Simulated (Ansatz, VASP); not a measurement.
# WS2: VASP beside Ansatz

```
W S
1.0
     1.59243    0.91939    6.48980
    -1.59243    0.91939    6.48980
     0.00000   -1.83878    6.48980
W S
1 2
Direct
  0.00067 0.00067 0.00067
  0.41411 0.41411 0.41411
  0.25392 0.25392 0.25392
```

Measurements of this composition are mostly on another form, of space group No. 194.

Alike in both runs: task single point; functional PBEsol; k mesh 6 × 6 × 6; occupations gaussian, width 0.1 eV; no spin polarisation.

|  | VASP | Ansatz |
| --- | --- | --- |
| version | VASP 6.6.1 | Ansatz 0.2.0 |
| potentials or method | VASP PAW PBE potentials, release 64 (W_sv, S) | scalar-relativistic, plane waves, PAW |
| plane-wave cutoff (eV) | 520 | 420 |
| valence electrons in the cell | 26 | 26 |

|  | VASP | Ansatz | Ansatz less VASP |
| --- | --- | --- | --- |
| gap on the k mesh at the Fermi level (eV) | 1.23 | 1.21 | -0.014 |
| least direct gap on the mesh (eV) | 1.78 | 1.78 | -0.004 |
| pressure (GPa) | -2.8 | -2.9 | -0.10 |
| largest component of the traceless stress (GPa) | 1.65 | 1.64 | -0.012 |
| rms of the force components (eV/Å) | 0.041 | 0.051 | +0.0095 |

Atom by atom the forces differ by 0.009 eV/Å (rms over components). With one functional, cell and mesh, what is left measures potentials, basis and numerics.

Caveats: the PAW data sets were made with another functional, which shifts forces and pressure a little (VASP); spin-orbit coupling is left out, which moves the levels of the heavy elements. A k mesh can miss the band edges. As with any semilocal functional, this PBEsol gap is likely too small.
